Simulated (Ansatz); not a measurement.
BaTe built on the CsCl prototype, relaxed with r2SCAN, was run in the plane-wave code Ansatz under altered settings. All numbers are computed, without spin polarisation but where a row says otherwise.

```
Ba Te
1.0
     4.24482    0.00000    0.00000
     0.00000    4.24482    0.00000
     0.00000    0.00000    4.24482
Ba Te
1 1
Direct
  0.00000 0.00000 0.00000
  0.50000 0.50000 0.50000
```

The base run's other keys:
```yaml
kpoints:
  mp_grid: { grid: [4, 4, 4] }
hamiltonian:
  xc: hse06
scf:
  occupations: { method: fixed }
  n_extra_bands: 4
```

It takes 14 iterations with 1503 plane waves at 420 eV and 10 k points, and leaves a mean stress of -0.32 GPa. The gap over this mesh is 1.506 eV. It ran on 4 threads of Arm Neoverse V2, on a shared host.

Outcomes, with energy and stress as changes against the base:
```
                                    setting            outcome  ΔF (meV/atom)  Δ mean stress (GPa)  gap on the mesh (eV)  iterations  wall time
   PBE hybrid, exx coeff 0.1, omega 0.3 1/Å          converged              –                 +0.3                 1.035          11      9.8 s
   PBE hybrid, exx coeff 0.5, omega 0.3 1/Å          converged              –                 -0.3                 1.867          16       12 s
                  scf.exx.ecutfock_ratio: 1          converged          +17.4                  0.0                 1.507          14      8.8 s
PBE hybrid, exx coeff 0.4, omega 0.2078 1/Å          converged              –                 -0.3                 1.931          13       11 s
                         basis.ecutwfc: 200  converged, warned          +4037                 -0.8                 1.558          13      4.9 s
```
A dash marks a value that wasn't obtained or can't be compared. Stress is positive in compression. The base took 11 s.

- PBE hybrid, exx coeff 0.1, omega 0.3 1/Å. That is 10 % exact exchange, screened with ω = 0.3 1/Å, against HSE06's 25 % screened at 0.208 1/Å. The mean stress moves by +0.3 GPa and the gap on the mesh by -0.471 eV (to 1.035). Totals of different functionals aren't comparable.
- PBE hybrid, exx coeff 0.5, omega 0.3 1/Å. That is 50 % exact exchange, screened with ω = 0.3 1/Å, against HSE06's 25 % screened at 0.208 1/Å. The mean stress moves by -0.3 GPa and the gap on the mesh by +0.360 eV (to 1.867). Totals of different functionals aren't comparable.
- PBE hybrid, exx coeff 0.4, omega 0.2078 1/Å. That is 40 % exact exchange, screened with ω = 0.2078 1/Å, against HSE06's 25 % screened at 0.208 1/Å. The mean stress moves by -0.3 GPa and the gap on the mesh by +0.424 eV (to 1.931). Totals of different functionals aren't comparable.
- basis.ecutwfc: 200. 461 plane waves in place of 1503. The free energy moves by +4037 meV an atom, the mean stress by -0.8 GPa and the gap on the mesh by +0.052 eV (to 1.558). The basis is too small: these are errors of the cutoff. Warned: cutoff below recommended.

No spin-orbit coupling is included; it can move band edges with weight on the heavy atoms by tenths of an eV.

The stress of a hybrid is loosely converged in these runs.

The meshes of the hybrids are coarse, so their gaps aren't converged to the digits shown.
